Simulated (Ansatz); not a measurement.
## BN squeezed and stretched

A database entry relaxed whole under r2SCAN (F-43m):

```
B N
1.0
     0.00000    1.80442    1.80442
     1.80442    0.00000    1.80442
     1.80442    1.80442    0.00000
B N
1 1
Direct
  0.00000 0.00000 0.00000
  0.25000 0.25000 0.25000
```

The cell was scaled uniformly, its shape held, and the atoms relaxed at each volume with plane-wave PAW DFT (Ansatz 0.2.0; r2SCAN, 500 eV, 14×14×14 Γ-centred mesh, fermi-dirac occupations of width 0.020 eV; no spin, no spin-orbit coupling). One row is withheld.

| volume (Å³/atom) | energy over the lowest (meV/atom) | pressure (GPa) | gap over mesh and path (eV) |
| --- | --- | --- | --- |
| 5.523 | 28.4 | 27.08 | 5.071 |
| 5.640 | 12.2 | 17.20 | 5.046 |
| 5.758 | ? | ? | ? |
| 5.875 | 0.0 | 0.01 | 4.994 |
| 5.993 | 2.8 | -7.46 | 4.968 |
| 6.110 | 10.8 | -14.26 | 4.943 |
| 6.228 | 23.6 | -20.47 | 4.917 |

Problem. Fit the pressures of the other rows to the third-order Birch-Murnaghan form.

Solution. With f = [(V₀/V)^(2/3) − 1]/2 and P = 3B₀f(1 + 2f)^(5/2)[1 + 3(B₀′ − 4)f/2], least squares gives V₀ = 5.88 Å³ an atom, B₀ = 391 GPa and B₀′ = 3.7; the rows miss the fit by less than 0.01 GPa. The slope of the energies differs from these pressures by less than 0.05 GPa.

Problem. How does the gap move with volume?

Solution. A parabola in ln(V/V₀) through the other rows has the slope dE_g/d ln V = -1.3 eV at V₀, so by B₀ the gap moves by +3 meV a GPa: it widens under pressure.

Problem. What does the withheld row hold?

Solution. The fit gives 8.20 GPa at 5.758 Å³; the run gave 8.20 GPa and 3.0 meV an atom. Its gap is 5.020 eV, against 5.020 eV from the parabola.

Caveats: the shape of the cell was held; 0 K, fixed nuclei; the symmetry was kept, and this need not be the phase that is stable at 0 K; one mesh for all volumes; r2SCAN gaps lie as a rule under measured ones; the slope of the gap can be off by tens of per cent, more where shallow d levels or spin-orbit coupling act on the edges; pressure is positive in compression.
